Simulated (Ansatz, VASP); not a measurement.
InP3 in VASP and in Ansatz

```
In P
1.0
     3.71646    2.14570    3.27694
    -3.71646    2.14570    3.27694
     0.00000   -4.29140    3.27694
In P
2 6
Direct
  0.27352 0.27352 0.27352
  0.72648 0.72648 0.72648
  0.79473 0.24146 0.79473
  0.79473 0.79473 0.24146
  0.24146 0.79473 0.79473
  0.20527 0.75854 0.20527
  0.75854 0.20527 0.20527
  0.20527 0.20527 0.75854
```

Alike in both runs: functional PBEsol; k mesh 6 × 6 × 6; occupations fermi-dirac, width 0.15 eV; no spin polarisation.

Ansatz relaxed the structure, and its values are those at the end. VASP's run is a single point on that final structure, the one shown.

```csv
,VASP,Ansatz
version,VASP 6.6.1,Ansatz 0.2.0
potentials or method,"VASP PAW PBE potentials, release 64 (In_d, P)","scalar-relativistic, plane waves, PAW"
plane-wave cutoff (eV),520,420
valence electrons in the cell,56,56
```

VASP gave:

- gap on the k mesh at the Fermi level (eV): none
- pressure (GPa): 0.0
- rms of the force components (eV/Å): 0.012

**Question.** Estimate Ansatz's values.

**Answer.** gap on the k mesh at the Fermi level (eV): none; pressure (GPa): 0.0; rms of the force components (eV/Å): 0.000.

A gap of «none» marks a metal or a gap that the smearing closes. The functional is the same, so the differences come from potentials, cutoffs and numerics.

Caveats: the PAW data sets were made with another functional, which shifts forces and pressure a little (VASP).
